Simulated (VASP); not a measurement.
# TiC3 in VASP: notebook, part 2 of 2

VASP 6.6.1. The steps go on from the part before.

## 5. Relaxation of cell and atoms, PBE

This run uses another cell than the first one: it holds 8 atoms, not 4.

Contents of INCAR:

```
SYSTEM = TiC3
PREC = Normal
ENCUT = 520
EDIFF = 1E-4
ISMEAR = 0
SIGMA = 0.15
LREAL = .FALSE.
LASPH = .TRUE.
NELM = 60
ALGO = Fast
ISIF = 3
LWAVE = .FALSE.
LCHARG = .FALSE.
GGA = PE
IBRION = 2
NSW = 24
EDIFFG = -0.08
```

Contents of KPOINTS:

```
Automatic mesh
0
G
  4 4 4
  0 0 0
```

Contents of POSCAR:

```
TiC3
1.0
    4.4026237900      0.0000000000      0.0000000000
    0.0000000000      4.4026237900      0.0000000000
    0.0000000000      0.0000000000      4.4026237900
Ti C
2 6
Direct
    0.0000000000      0.0000000000      0.0000000000
    0.5000000000      0.5000000000      0.5000000000
    0.2500000000      0.0000000000      0.5000000000
    0.7500000000      0.0000000000      0.5000000000
    0.0000000000      0.5000000000      0.2500000000
    0.0000000000      0.5000000000      0.7500000000
    0.5000000000      0.7500000000      0.0000000000
    0.5000000000      0.2500000000      0.0000000000
```

Command:

```
$ cat potpaw_PBE.64/Ti_sv/POTCAR potpaw_PBE.64/C/POTCAR > POTCAR
$ mpirun -np 1 vasp_std > vasp.out
```

Run time: 52 s. Hardware: 1 thread of Intel Xeon Platinum 8559C (Emerald Rapids), shared host; peak memory 0.16 GiB.

It converged, with:

```
Free energy                            : -55.3905 eV
Relaxed volume                         : 8.35 Å³/atom
Relaxed cell                           : a = 4.058 Å, b = 4.058 Å, c = 4.058 Å, α = 90.00°, β = 90.00°, γ = 90.00°
Space group after relaxing (to 0.05 Å) : Pm-3n (No. 223)
Energy gained by relaxing              : 287.8 meV/atom
Ionic steps                            : 3
Pressure after relaxing                : 0.0 GPa
Band gap on the k mesh                 : none (metal or under the smearing width)
```

The path:
| step | energy change (eV) | largest force (eV/Å) | pressure (GPa) | volume (Å³) |
| --- | --- | --- | --- | --- |
| 1 | 0.0000 | 0.0000 | -32.37 | 85.34 |
| 2 | -1.9542 | 0.0000 | 22.01 | 61.39 |
| 3 | -2.3027 | 0.0000 | -0.05 | 66.83 |

Final structure:
```
Ti C
1.0
     4.05818    0.00000    0.00000
     0.00000    4.05818    0.00000
     0.00000    0.00000    4.05818
Ti C
2 6
Direct
  0.00000 0.00000 0.00000
  0.50000 0.50000 0.50000
  0.25000 0.00000 0.50000
  0.75000 0.00000 0.50000
  0.00000 0.50000 0.25000
  0.00000 0.50000 0.75000
  0.50000 0.75000 0.00000
  0.50000 0.25000 0.00000
```

Levels at points of the mesh, in eV from the Fermi level:
| k point | band 21 | band 22 | band 23 | band 24 | band 25 | band 26 | band 27 | band 28 |
| --- | --- | --- | --- | --- | --- | --- | --- | --- |
| (0.00, 0.00, 0.00) | -3.32 | -3.32 | -3.32 | -0.29 | -0.29 | -0.29 | 1.27 | 1.27 |
| (0.50, 0.00, 0.00) | -2.18 | -2.18 | -0.23 | -0.23 | 0.60 | 0.60 | 2.27 | 2.30 |
| (0.50, 0.50, 0.00) | -2.02 | -2.02 | -0.20 | 0.64 | 0.64 | 0.79 | 1.55 | 1.92 |
| (0.50, 0.50, 0.50) | -0.03 | -0.03 | -0.03 | -0.03 | -0.03 | -0.03 | 0.74 | 0.74 |

Caveat: the volume moved by over 15 % at a fixed basis, so the end points are rough; the relaxation stopped at a loose force limit of 0.08 eV/Å, so its end isn't a converged minimum.

## 6. Relaxation of cell and atoms, PBE

This run uses another cell than the first one, of 13.49 Å³/atom, 1.179 times its volume.

INCAR is that of step 5.

Contents of KPOINTS:

```
Automatic mesh
0
G
  7 7 4
  0 0 0
```

Contents of POSCAR:

```
TiC3
1.0
    3.3479303800      0.0000000000      0.0000000000
   -1.6739651900      2.8993927600      0.0000000000
    0.0000000000      0.0000000000      5.5568971100
Ti C
1 3
Direct
    0.0000000000      0.0000000000      0.3122442300
    0.3333333300      0.6666666700      0.3843465600
    0.6666666700      0.3333333300      0.8139971100
    0.0000000000      0.0000000000      0.6255191900
```

Potentials or basis: VASP PAW PBE potentials, release 64 (Ti_sv, C).

Command:

```
$ cat potpaw_PBE.64/Ti_sv/POTCAR potpaw_PBE.64/C/POTCAR > POTCAR
$ mpirun -np 1 vasp_std > vasp.out
```

It took 1.7 min on 1 thread of Intel Xeon Platinum 8559C (Emerald Rapids), shared host; peak memory 0.15 GiB.

It converged, with:

```yaml
Free_energy: -31.1601 eV
Relaxed_volume: 9.53 Å³/atom
Relaxed_cell: a = 2.766 Å, b = 2.766 Å, c = 5.753 Å, α = 90.00°, β = 90.00°, γ = 120.00°
Space_group_after_relaxing_to_0.05_Å: P3m1 (No. 156)
Energy_gained_by_relaxing: 1495.6 meV/atom
Ionic_steps: 16
Pressure_after_relaxing: 0.5 GPa
Largest_force_after_relaxing: 0.020 eV/Å
Band_gap_on_the_k_mesh: 0.20 eV, indirect (least direct gap 0.51 eV)
```

Forces on the atoms (eV/Å):
```
Ti   0.000  0.000  0.011
C    0.000  0.000 -0.020
C    0.000  0.000 -0.010
C    0.000  0.000  0.018
```

Stress tensor (GPa, compression positive):
```
0.38 0.00 0.00
0.00 0.38 0.00
0.00 0.00 0.89
```

Step by step:
| step | energy change (eV) | largest force (eV/Å) | pressure (GPa) | volume (Å³) |
| --- | --- | --- | --- | --- |
| 1 | 0.0000 | 8.5625 | -2.76 | 53.94 |
| 2 | -2.8646 | 2.3141 | -30.73 | 51.96 |
| 3 | -3.4108 | 2.5019 | -35.32 | 51.17 |
| 4 | -5.7610 | 1.9049 | 13.65 | 36.66 |
| 5 | -5.8500 | 1.3278 | 3.51 | 38.23 |
| 6 | -5.8507 | 1.2079 | 2.19 | 38.51 |
| 7 | -5.9033 | 0.5665 | 0.63 | 38.07 |
| 8 | -5.9075 | 0.7181 | 0.28 | 37.88 |
| 9 | -5.9423 | 0.5072 | 0.93 | 37.78 |
| 10 | -5.9716 | 0.3008 | 3.10 | 37.51 |
| 11 | -5.9735 | 0.2442 | 2.82 | 37.57 |
| 12 | -5.9784 | 0.2749 | -2.23 | 38.50 |
| 13 | -5.9807 | 0.1885 | -0.89 | 38.15 |
| 14 | -5.9807 | 0.1829 | -0.65 | 38.11 |
| 15 | -5.9816 | 0.1686 | 0.97 | 38.14 |
| 16 | -5.9824 | 0.0197 | 0.55 | 38.13 |

Final structure:
```xyz
4
Lattice="2.7664 0.0000 0.0000 -1.3832 2.3957 0.0000 0.0000 0.0000 5.7531" Properties=species:S:1:pos:R:3 pbc="T T T"
Ti    0.0000    0.0000    1.1021
C     0.0000    1.5972    2.0839
C     1.3832    0.7986    4.6265
C     0.0000    0.0000    4.4767
```

Levels at points of the mesh, in eV from the valence-band top:
```csv
k point,band 10,band 11,band 12,band 13,band 14,band 15
"(0.00, 0.00, 0.00)",-2.43,-0.76,-0.76,3.36,3.36,3.96
"(0.00, 0.00, 0.50)",-3.16,-0.75,-0.75,3.35,3.35,4.16
```

Caveat: the volume moved by over 15 % at a fixed basis, so the end points are rough; an odd mesh through Γ misses points on the zone boundary, where band edges often lie; the relaxation stopped at a loose force limit of 0.08 eV/Å, so its end isn't a converged minimum.

## 7. Relaxation of cell and atoms, PBE

This run uses another cell than the first one, of 14.21 Å³/atom, 1.242 times its volume.

INCAR is that of step 6.

Contents of KPOINTS:

```
Automatic mesh
0
G
  6 6 5
  0 0 0
```

Contents of POSCAR:

```
TiC3
1.0
    3.7100942500      0.0000000000      0.0000000000
    0.0000000000      3.7100942500      0.0000000000
    0.0000000000      0.0000000000      4.1281356100
Ti C
1 3
Direct
    0.0000000000      0.0000000000      0.5000000000
    0.0000000000      0.0000000000      0.0000000000
    0.0000000000      0.5000000000      0.5000000000
    0.5000000000      0.0000000000      0.5000000000
```

Command:

```
$ cat potpaw_PBE.64/Ti_sv/POTCAR potpaw_PBE.64/C/POTCAR > POTCAR
$ mpirun -np 1 vasp_std > vasp.out
```

It took 44 s on 1 thread of Intel Xeon Platinum 8559C (Emerald Rapids), shared host; peak memory 0.15 GiB.

It converged, with:

| Property | Result |
| --- | --- |
| Free energy | -24.7695 eV |
| Relaxed volume | 16.57 Å³/atom |
| Relaxed cell | a = 4.044 Å, b = 4.044 Å, c = 4.052 Å, α = 90.00°, β = 90.00°, γ = 90.00° |
| Space group after relaxing (to 0.05 Å) | Pm-3m (No. 221) |
| Energy gained by relaxing | 232.9 meV/atom |
| Ionic steps | 6 |
| Pressure after relaxing | 0.4 GPa |
| Band gap on the k mesh | none (metal or under the smearing width) |

Stress tensor (GPa, compression positive):
```
0.42 0.00 0.00
0.00 0.42 0.00
0.00 0.00 0.22
```

Step by step:
```
step  energy change (eV)  largest force (eV/Å)  pressure (GPa)  volume (Å³)
   1              0.0000                0.0000           17.94        56.82
   2             -0.7298                0.0000           -3.97        70.37
   3             -0.9296                0.0000            0.94        65.71
   4             -0.9308                0.0000            0.47        66.13
   5             -0.9307                0.0000            0.38        65.94
   6             -0.9316                0.0000            0.35        66.27
```

Final structure:
```
Ti C
1.0
     4.04401    0.00000    0.00000
     0.00000    4.04401    0.00000
     0.00000    0.00000    4.05192
Ti C
1 3
Direct
  0.00000 0.00000 0.50000
  0.00000 0.00000 0.00000
  0.00000 0.50000 0.50000
  0.50000 0.00000 0.50000
```

Levels at points of the mesh, in eV from the Fermi level:
| k point | band 8 | band 9 | band 10 | band 11 | band 12 | band 13 | band 14 | band 15 | band 16 |
| --- | --- | --- | --- | --- | --- | --- | --- | --- | --- |
| (0.00, 0.00, 0.00) | -1.22 | -1.21 | -1.21 | 1.66 | 1.67 | 1.67 | 2.71 | 2.71 | 2.71 |
| (0.50, 0.00, 0.00) | -2.35 | -0.63 | -0.62 | -0.46 | -0.44 | 0.27 | 1.06 | 2.43 | 2.43 |
| (0.50, 0.50, 0.00) | -2.88 | -2.64 | -2.10 | -0.53 | -0.53 | 0.69 | 0.76 | 0.76 | 5.51 |

Caveat: the volume moved by over 15 % at a fixed basis, so the end points are rough; the relaxation stopped at a loose force limit of 0.08 eV/Å, so its end isn't a converged minimum.

## 8. Summary

```csv
k mesh,gap on the mesh (eV),pressure (GPa),relaxed volume (Å³/atom)
6 × 6 × 6,none,1.2,-
5 × 5 × 5,none,0.9,-
4 × 4 × 4,none,0.0,8.35
7 × 7 × 4,0.20,0.5,-
6 × 6 × 5,none,0.4,16.57
```

Alike in all rows: task relaxation of cell and atoms; level PBE; potentials or basis VASP PAW PBE potentials, release 64 (Ti_sv, C); no spin polarisation; cell relaxed; cutoff (eV) 520; smearing gaussian 0.15 eV.

Caveats: the volume moved by over 15 % at a fixed basis, so the end points are rough; the relaxation stopped at a loose force limit of 0.08 eV/Å, so its end isn't a converged minimum; an odd mesh through Γ misses points on the zone boundary, where band edges often lie (some runs).

Absolute energies hang on the potentials; compare differences alone.
